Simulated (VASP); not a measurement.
# Gallium: Mo into a neighbouring Ga vacancy, part 4 of 4

How hard is this move in Gallium: Mo into a neighbouring Ga vacancy? Both ends are relaxed first, then a band of images between them. The start is a cell from a database of measured crystal structures.

VASP 6.6.1, plane waves and PAW; the level of theory is named at each step.

So far. Step 3 (Relax the start): The run ended after 14 ionic steps, 0.316 eV below its first step, once the forces on the free atoms met EDIFFG = -0.05. Step 4 (Relax the end): The run ended after 13 ionic steps, 0.343 eV below its first step, once the forces on the free atoms met EDIFFG = -0.05.

### Step 5. Nudged elastic band

Level of this step: PBE; plane waves and PAW (Ga, Mo) (VASP).

Images on a straight line between the ends relax across the path, while springs keep them spaced along it.

INCAR reads:

```
SYSTEM = Ga14Mo
PREC = Normal
ENCUT = 280
EDIFF = 1E-05
NELM = 120
ISMEAR = 1
SIGMA = 0.15
LREAL = Auto
ALGO = Fast
GGA = PE
NBANDS = 39
LASPH = .TRUE.
LWAVE = .FALSE.
LCHARG = .FALSE.
IMAGES = 3
SPRING = -5
IBRION = 1
POTIM = 0.3
NSW = 60
EDIFFG = -0.05
ISYM = 0
ISIF = 0
```

POSCAR reads:

```
Ga14Mo
1.0
    0.0000000000      7.7255186898      4.5820659583
    0.0000000000     -7.7255186898      4.5820659583
    4.6364062420      0.0000000000     -4.5820659583
Ga Mo
14 1
Direct
    0.0438152488      0.8815168885      0.4980958850
    0.0622152000      0.4060289744      0.0321432709
    0.5322345127      0.8742123607      0.9703067524
    0.8752086167      0.5396571660      0.4982281525
    0.3851695479      0.0495367250      0.4988683622
    0.3958893071      0.5442965266      0.0230143695
    0.8737051710      0.0219552606      0.9771986599
    0.9589345837      0.1208032775      0.5009726422
    0.9297513479      0.5931663091      0.9589064955
    0.4692610290      0.1316103824      0.0357312504
    0.1186781695      0.4611220996      0.5008926717
    0.6133581780      0.9558573265      0.4997259491
    0.6156256394      0.4528038524      0.9878784253
    0.1274108755      0.9639231119      0.0101273119
    0.4571673498      0.6253040967      0.4999497934
```

KPOINTS reads:

```
Automatic mesh
0
Gamma
4 4 4
0 0 0
```

00/POSCAR reads:

```
Ga14Mo
1.0
    0.0000000000      7.7255186898      4.5820659583
    0.0000000000     -7.7255186898      4.5820659583
    4.6364062420      0.0000000000     -4.5820659583
Ga Mo
14 1
Direct
    0.0438152488      0.8815168885      0.4980958850
    0.0622152000      0.4060289744      0.0321432709
    0.5322345127      0.8742123607      0.9703067524
    0.8752086167      0.5396571660      0.4982281525
    0.3851695479      0.0495367250      0.4988683622
    0.3958893071      0.5442965266      0.0230143695
    0.8737051710      0.0219552606      0.9771986599
    0.9589345837      0.1208032775      0.5009726422
    0.9297513479      0.5931663091      0.9589064955
    0.4692610290      0.1316103824      0.0357312504
    0.1186781695      0.4611220996      0.5008926717
    0.6133581780      0.9558573265      0.4997259491
    0.6156256394      0.4528038524      0.9878784253
    0.1274108755      0.9639231119      0.0101273119
    0.4571673498      0.6253040967      0.4999497934
```

01/POSCAR reads:

```
Ga14Mo
1.0
    0.0000000000      7.7255186898      4.5820659583
    0.0000000000     -7.7255186898      4.5820659583
    4.6364062420      0.0000000000     -4.5820659583
Ga Mo
14 1
Direct
    0.0438897566      0.8814187760      0.4986756881
    0.0637763918      0.4059890790      0.0345076366
    0.5310122048      0.8718537576      0.9672931864
    0.8769215372      0.5398476126      0.4987856183
    0.3860831277      0.0485898865      0.4994447152
    0.3925383181      0.5448149424      0.0203313394
    0.8728873292      0.0248297932      0.9798261459
    0.9575902425      0.1196064894      0.5007770449
    0.9314043395      0.5931705922      0.9610580379
    0.4692718346      0.1303629616      0.0352060944
    0.1191804086      0.4599297699      0.5005813006
    0.6135884986      0.9543431902      0.4997968932
    0.6124197099      0.4534461148      0.9851576206
    0.1272885346      0.9676653634      0.0138023418
    0.4785528420      0.5631668252      0.5001000116
```

02/POSCAR reads:

```
Ga14Mo
1.0
    0.0000000000      7.7255186898      4.5820659583
    0.0000000000     -7.7255186898      4.5820659583
    4.6364062420      0.0000000000     -4.5820659583
Ga Mo
14 1
Direct
    0.0439642644      0.8813206634      0.4992554912
    0.0653375836      0.4059491836      0.0368720024
    0.5297898968      0.8694951546      0.9642796204
    0.8786344576      0.5400380592      0.4993430842
    0.3869967075      0.0476430481      0.5000210683
    0.3891873292      0.5453333582      0.0176483093
    0.8720694875      0.0277043258      0.9824536320
    0.9562459014      0.1184097014      0.5005814476
    0.9330573312      0.5931748754      0.9632095804
    0.4692826401      0.1291155407      0.0346809384
    0.1196826476      0.4587374402      0.5002699295
    0.6138188191      0.9528290540      0.4998678374
    0.6092137804      0.4540883772      0.9824368159
    0.1271661938      0.9714076149      0.0174773716
    0.4999383342      0.5010295538      0.5002502298
```

03/POSCAR reads:

```
Ga14Mo
1.0
    0.0000000000      7.7255186898      4.5820659583
    0.0000000000     -7.7255186898      4.5820659583
    4.6364062420      0.0000000000     -4.5820659583
Ga Mo
14 1
Direct
    0.0440387721      0.8812225509      0.4998352942
    0.0668987755      0.4059092881      0.0392363681
    0.5285675888      0.8671365515      0.9612660543
    0.8803473781      0.5402285059      0.4999005500
    0.3879102873      0.0466962096      0.5005974214
    0.3858363402      0.5458517740      0.0149652792
    0.8712516458      0.0305788584      0.9850811180
    0.9549015602      0.1172129133      0.5003858503
    0.9347103228      0.5931791586      0.9653611228
    0.4692934456      0.1278681199      0.0341557825
    0.1201848867      0.4575451104      0.4999585584
    0.6140491397      0.9513149178      0.4999387815
    0.6060078508      0.4547306397      0.9797160112
    0.1270438529      0.9751498664      0.0211524014
    0.5213238264      0.4388922823      0.5004004481
```

04/POSCAR reads:

```
Ga14Mo
1.0
    0.0000000000      7.7255186898      4.5820659583
    0.0000000000     -7.7255186898      4.5820659583
    4.6364062420      0.0000000000     -4.5820659583
Ga Mo
14 1
Direct
    0.0441132799      0.8811244384      0.5004150973
    0.0684599673      0.4058693927      0.0416007338
    0.5273452809      0.8647779484      0.9582524883
    0.8820602986      0.5404189525      0.5004580158
    0.3888238671      0.0457493712      0.5011737744
    0.3824853513      0.5463701898      0.0122822491
    0.8704338040      0.0334533910      0.9877086040
    0.9535572190      0.1160161252      0.5001902530
    0.9363633144      0.5931834417      0.9675126652
    0.4693042512      0.1266206990      0.0336306265
    0.1206871258      0.4563527807      0.4996471873
    0.6142794602      0.9498007815      0.5000097256
    0.6028019213      0.4553729021      0.9769952065
    0.1269215120      0.9788921179      0.0248274313
    0.5427093186      0.3767550108      0.5005506663
```

Potentials, in the order of the species: Ga and Mo (PBE family, release 64).

Launch:

```sh
mpirun -np 3 vasp_std
```

Log:

```text
[banner, memory and clock lines left out]
running    3 mpi-ranks, on    1 nodes
 each image running on    1 cores
[...]
01/POSCAR found :  2 types and      15 ions
 LDA part: xc-table for (Slater+PW92), standard interpolation
[...]
00/POSCAR found :  2 types and      15 ions
[...]
04/POSCAR found :  2 types and      15 ions
 POSCAR, INCAR and KPOINTS ok, starting setup
[...]
entering main loop
       N       E                     dE             d eps       ncg     rms          rms(c)
DAV:   1     0.834421885082E+02    0.83442E+02   -0.11178E+04  2808   0.596E+02
DAV:   2    -0.415917118743E+02   -0.12503E+03   -0.11639E+03  3350   0.111E+02
DAV:   3    -0.501750027350E+02   -0.85833E+01   -0.81736E+01  3617   0.279E+01
DAV:   4    -0.503517655466E+02   -0.17676E+00   -0.17442E+00  3497   0.400E+00
[...]
RMM:  12    -0.480532073242E+02   -0.17011E-03   -0.92946E-04  2856   0.860E-02    0.957E-02
RMM:  13    -0.480531469265E+02    0.60398E-04   -0.22751E-04  2940   0.366E-02    0.285E-02
RMM:  14    -0.480531396257E+02    0.73008E-05   -0.63025E-05  2371   0.188E-02
   1 F= -.48053140E+02 E0= -.48050020E+02  d E =-.480531E+02
[... from here on, the cycles between the ionic steps are left out ...]
   2 F= -.48094369E+02 E0= -.48090982E+02  d E =-.412294E-01
   6 F= -.48267814E+02 E0= -.48262372E+02  d E =-.122227E-01
  11 F= -.48288361E+02 E0= -.48282948E+02  d E =-.287844E-02
  16 F= -.48282816E+02 E0= -.48277350E+02  d E =-.169713E-01
  21 F= -.48204301E+02 E0= -.48199113E+02  d E =-.506884E-01
  26 F= -.48192189E+02 E0= -.48187076E+02  d E =0.123298E-01
  31 F= -.48151272E+02 E0= -.48146485E+02  d E =0.190799E-01
  36 F= -.48186878E+02 E0= -.48182395E+02  d E =-.602106E-01
  41 F= -.48209610E+02 E0= -.48205002E+02  d E =0.219137E-01
  46 F= -.48231073E+02 E0= -.48226255E+02  d E =-.379307E-02
  51 F= -.48214052E+02 E0= -.48209436E+02  d E =0.261415E-01
  56 F= -.48243244E+02 E0= -.48238351E+02  d E =-.200328E-01
  59 F= -.48241671E+02 E0= -.48236801E+02  d E =-.183322E-01
  60 F= -.48214952E+02 E0= -.48210352E+02  d E =0.267189E-01
 BRION: g(F)=  0.161E-01 g(S)=  0.000E+00 retain N=  1 mean eig= 4.58
 eig:   4.583
```

The job ended after 29 min (3 MPI ranks of Intel Xeon 6975P-C (Granite Rapids), shared host; peak memory 0.87 GiB).

Parts of OUTCAR (step 5):

```text
  tangential force (eV/A)        -1.202344
  left and right image   0.819426  0.834752 A

  tangential force (eV/A)        -1.206303
  left and right image   0.837038  0.861873 A

 k-point     1 :       0.0000    0.0000    0.0000
  band No.  band energies     occupation
    ...
     21       0.6572      2.00000
     22       0.8267      2.00000
     23       1.4629      2.05464
     24       1.4714      2.05957
     25       1.5830      1.92432
     26       1.7460      0.40572
     27       2.1852     -0.00003
     28       2.4301     -0.00000
     29       2.5812     -0.00000
     30       2.9395     -0.00000
    ...

 POSITION                                       TOTAL-FORCE (eV/Angst)
 -----------------------------------------------------------------------------------
      2.30930     -6.48545      2.02429         0.002992      0.041778     -0.028549
      0.25946     -2.58302      2.14590        -0.055621     -0.003714     -0.114046
      4.37881     -2.56919      2.14259         0.057786     -0.005516     -0.112561
      2.30483      2.63666      4.14679         0.000129      0.123184      0.094034
      2.31106      2.61097     -0.18764        -0.008342      0.046888     -0.026841
      0.10674     -1.18475      4.31884         0.019150      0.138218     -0.063831
      4.55561      6.54025     -0.25249        -0.021540      0.142818     -0.066460
      2.32708      6.41407      2.60280        -0.002234      0.011985     -0.069170
      4.39583      2.60035      2.40593         0.008647      0.113704      0.079755
      0.21817      2.61027      2.40693        -0.001528      0.114372      0.078061
      2.31780     -2.54149      0.47778         0.000860      0.043546     -0.136620
      2.32675     -2.56444      4.70686         0.003805     -0.014317     -0.089126
      4.61597      1.23465      0.21085         0.004441      0.163192      0.038857
     -0.00584     -6.48395      4.79166        -0.006063      0.161447      0.040223
      2.33320     -0.73814      2.56040        -0.002480     -1.077585      0.376275
 -----------------------------------------------------------------------------------
    total drift:                                0.002499      0.014987     -0.002600

  FREE ENERGIE OF THE ION-ELECTRON SYSTEM (eV)
  ---------------------------------------------------
  free  energy   TOTEN  =       -48.2149521234 eV

  energy  without entropy=      -48.2011504834  energy(sigma->0) =      -48.21035158

  tangential force (eV/A)        -1.200316
  left and right image   0.813034  0.825940 A

[... 5 parts as in an earlier step ...]

[... 10 further parts left out ...]
[key lines of the parts left out:]
E-fermi :   1.6890
```

CONTCAR:

```
Ga14Mo
   1.00000000000000
     0.0000000000000000    7.7255186898000003    4.5820659583000003
     0.0000000000000000   -7.7255186898000003    4.5820659583000003
     4.6364062419999996    0.0000000000000000   -4.5820659583000003
  Ga              Mo
    14     1
Direct
     0.0501908677984567    0.8896748142381168    0.4980800783042620
     0.0949691349053286    0.4293187679386031    0.0559624477629527
     0.5397426890200256    0.8723019329500147    0.9444403783574679
     0.8717064224550775    0.5304141755607399    0.4971155228571770
     0.3977378755119998    0.0597710777798172    0.4984597977351710
     0.4061094585278213    0.5594647174678010    0.0230216080224506
     0.8870235807542963    0.0404458184774772    0.9825740242559600
     0.9500992468864919    0.1198549636315299    0.5019140414636767
     0.9048893860824673    0.5682969597615564    0.9481113107017503
     0.4551134853649253    0.1172366701913720    0.0470555559598105
     0.1376050020906767    0.4665782612864095    0.4999121157985185
     0.5985675932054569    0.9305116684102693    0.5018443557371177
     0.6007125469929860    0.4408977546240691    0.9955932865103244
     0.1025966324569298    0.9418860639390485   -0.0012587595922442
     0.4832370815321382    0.5787829944224531    0.5032337451882257
```

The band used up its steps before its forces met the threshold, so no barrier is taken from it.

### Step 6. Results

| Property | Result |
| --- | --- |
| result | none |

**Reading.** The session ends without its result: «nudged elastic band» used up its steps.

[Lines on the potential files, build, host, timing and source positions are cut from VASP's logs without a mark.]

[Logs are printed without paths, hosts, clocks, repeated set-up lines and the standing remarks that a program may print on its own settings, such as how far it seeks lower states.]

[Hosts, paths, dates, database ids (printed as entryN), source tags and the programs' standing remarks are cut or masked in the printed files.]

[Runs that stopped without an error message from VASP are left out.]
